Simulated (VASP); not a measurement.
# GaCo, surface energy: which settings are enough?

GaCo, slab, 14 atoms in the cell. PBE; PAW potentials Ga_d, Co (PBE set). VASP 6.6.1.

Wanted: surface energy, atoms not relaxed within 0.02 J/m²; face levels within 0.04 eV.

Crystal: GaCo, Pm-3m; Face: (2 1 1); Atomic planes: 7; Starting cell: bulk cell relaxed first with the same functional.

Face levels: vacuum level at each face, counted from the Fermi level.

The series start from vacuum (Å): 12; k spacing (1/Å): 0.25; Smearing SIGMA (eV): 0.1; Cutoff ENCUT (eV): 370; SCF threshold EDIFF (eV): 1e-6; PREC: Accurate; LREAL: .FALSE.; ALGO: Normal; atomic planes: 7. Each series keeps the choices made before it, and each single choice may use up half of a tolerance. Times cover all steps of a run.

## Vacuum (Å)

| Vacuum (Å) | Surface energy, atoms not relaxed (J/m²) | Face levels, largest deviation (eV) | Time (s) |
|---|---|---|---|
| 5 | 1.856 | 0.073 | 300 |
| 7 | 1.863 | 0.012 | 346 |
| 9 | 1.863 | 0.002 | 393 |
| 12 | 1.863 | 0.002 | 528 |
| 15 | 1.864 | 0.001 | 616 |
| 20 (reference) | 1.864 | 0.000 | 757 |

Chosen: 7, the loosest value from which every tighter one stays within half of the tolerance.

## k spacing (1/Å)

| k spacing (1/Å) | Surface energy, atoms not relaxed (J/m²) | Face levels, largest deviation (eV) | Time (s) |
|---|---|---|---|
| 0.6 | 1.899 | 0.078 | 87 |
| 0.45 | 1.875 | 0.074 | 127 |
| 0.35 | 1.877 | 0.008 | 163 |
| 0.25 | 1.863 | 0.009 | 346 |
| 0.2 | 1.858 | 0.001 | 379 |
| 0.15 | 1.863 | 0.003 | 673 |
| 0.12 (reference) | 1.863 | 0.000 | 835 |

Chosen: 0.25.

The choices weren't compared together with a run at all the tightest settings, so their joint error isn't shown.

## The input

INCAR.step1:
```
  ALGO = Normal
  EDIFF = 1E-6
  ENCUT = 370
  GGA = PE
  ISMEAR = 1
  ISPIN = 2
  KPAR = 4
  LASPH = True
  LCHARG = False
  LMAXMIX = 4
  LORBIT = 11
  LREAL = False
  LWAVE = False
  MAGMOM = 0 2
  NELM = 120
  PREC = Accurate
  SIGMA = 0.1
```

INCAR.step2, as INCAR.step1 but for:
```
- MAGMOM = 0 2
+ DIPOL = 0.5 0.5 0.5
+ IDIPOL = 3
+ LDIPOL = True
+ LVACPOTAV = True
+ LVHAR = True
+ MAGMOM = 0 0 0 0 0 0 0 2 2 2 2 2 2 2
```

KPOINTS.step1:
```
Automatic mesh
0
Gamma
  6 7 45
  0 0 0
```

KPOINTS.step2:
```
Automatic mesh
0
Gamma
  6 7 1
  0 0 0
```

POSCAR.step1:
```
GaCo
1.0
    4.9888373103      0.0000000000      0.0000000000
    0.0000000000      4.0733686067      0.0000000000
   -1.6629457701      2.0366843034      1.1758802308
Ga Co
1 1
Direct
    0.5000000000      0.0000000000      0.0000000000
    0.0000000000      0.0000000000      0.0000000000
```

POSCAR.step2:
```
GaCo
1.0
    4.9888373103      0.0000000000      0.0000000000
    0.0000000000      4.0733686067      0.0000000000
    0.0000000000      0.0000000000     14.0552813856
Ga Co
7 7
Direct
    0.3333333333      0.2500000000      0.2490167151
    0.0000000000      0.7500000000      0.3326778100
    0.6666666667      0.2500000000      0.4163389051
    0.3333333334      0.7500000000      0.5000000000
    0.0000000000      0.2500000001      0.5836610949
    0.6666666667      0.7500000001      0.6673221900
    0.3333333334      0.2500000001      0.7509832849
    0.8333333333      0.2500000000      0.2490167151
    0.5000000000      0.7500000000      0.3326778100
    0.1666666667      0.2500000000      0.4163389051
    0.8333333334      0.7500000000      0.5000000000
    0.5000000000      0.2500000001      0.5836610949
    0.1666666667      0.7500000001      0.6673221900
    0.8333333334      0.2500000001      0.7509832849
```

Commands (each step's output is kept before the next begins):
```
cat potpaw_PBE.64/Ga_d/POTCAR potpaw_PBE.64/Co/POTCAR > POTCAR
cp INCAR.step1 INCAR
cp KPOINTS.step1 KPOINTS
cp POSCAR.step1 POSCAR
mpirun -np 4 vasp_std > vasp.out
rm WAVECAR CHG
cp INCAR.step2 INCAR
cp KPOINTS.step2 KPOINTS
cp POSCAR.step2 POSCAR
mpirun -np 4 vasp_std > vasp.out
```

Limits: The program found no field-free region, so the vacuum level is rough; the atoms keep their starting positions, so the number serves for convergence, not as the relaxed result.

The chosen input took VASP 6.6.1 346 s on 4 cores (AMD EPYC 9R45 (Zen 5)), a shared host.

## An input that fails: too few electronic steps

The electronic loop stops at its limit of 8 steps.

Changes against the starting input:
```
(step 2)
- NELM = 120
+ NELM = 8
```
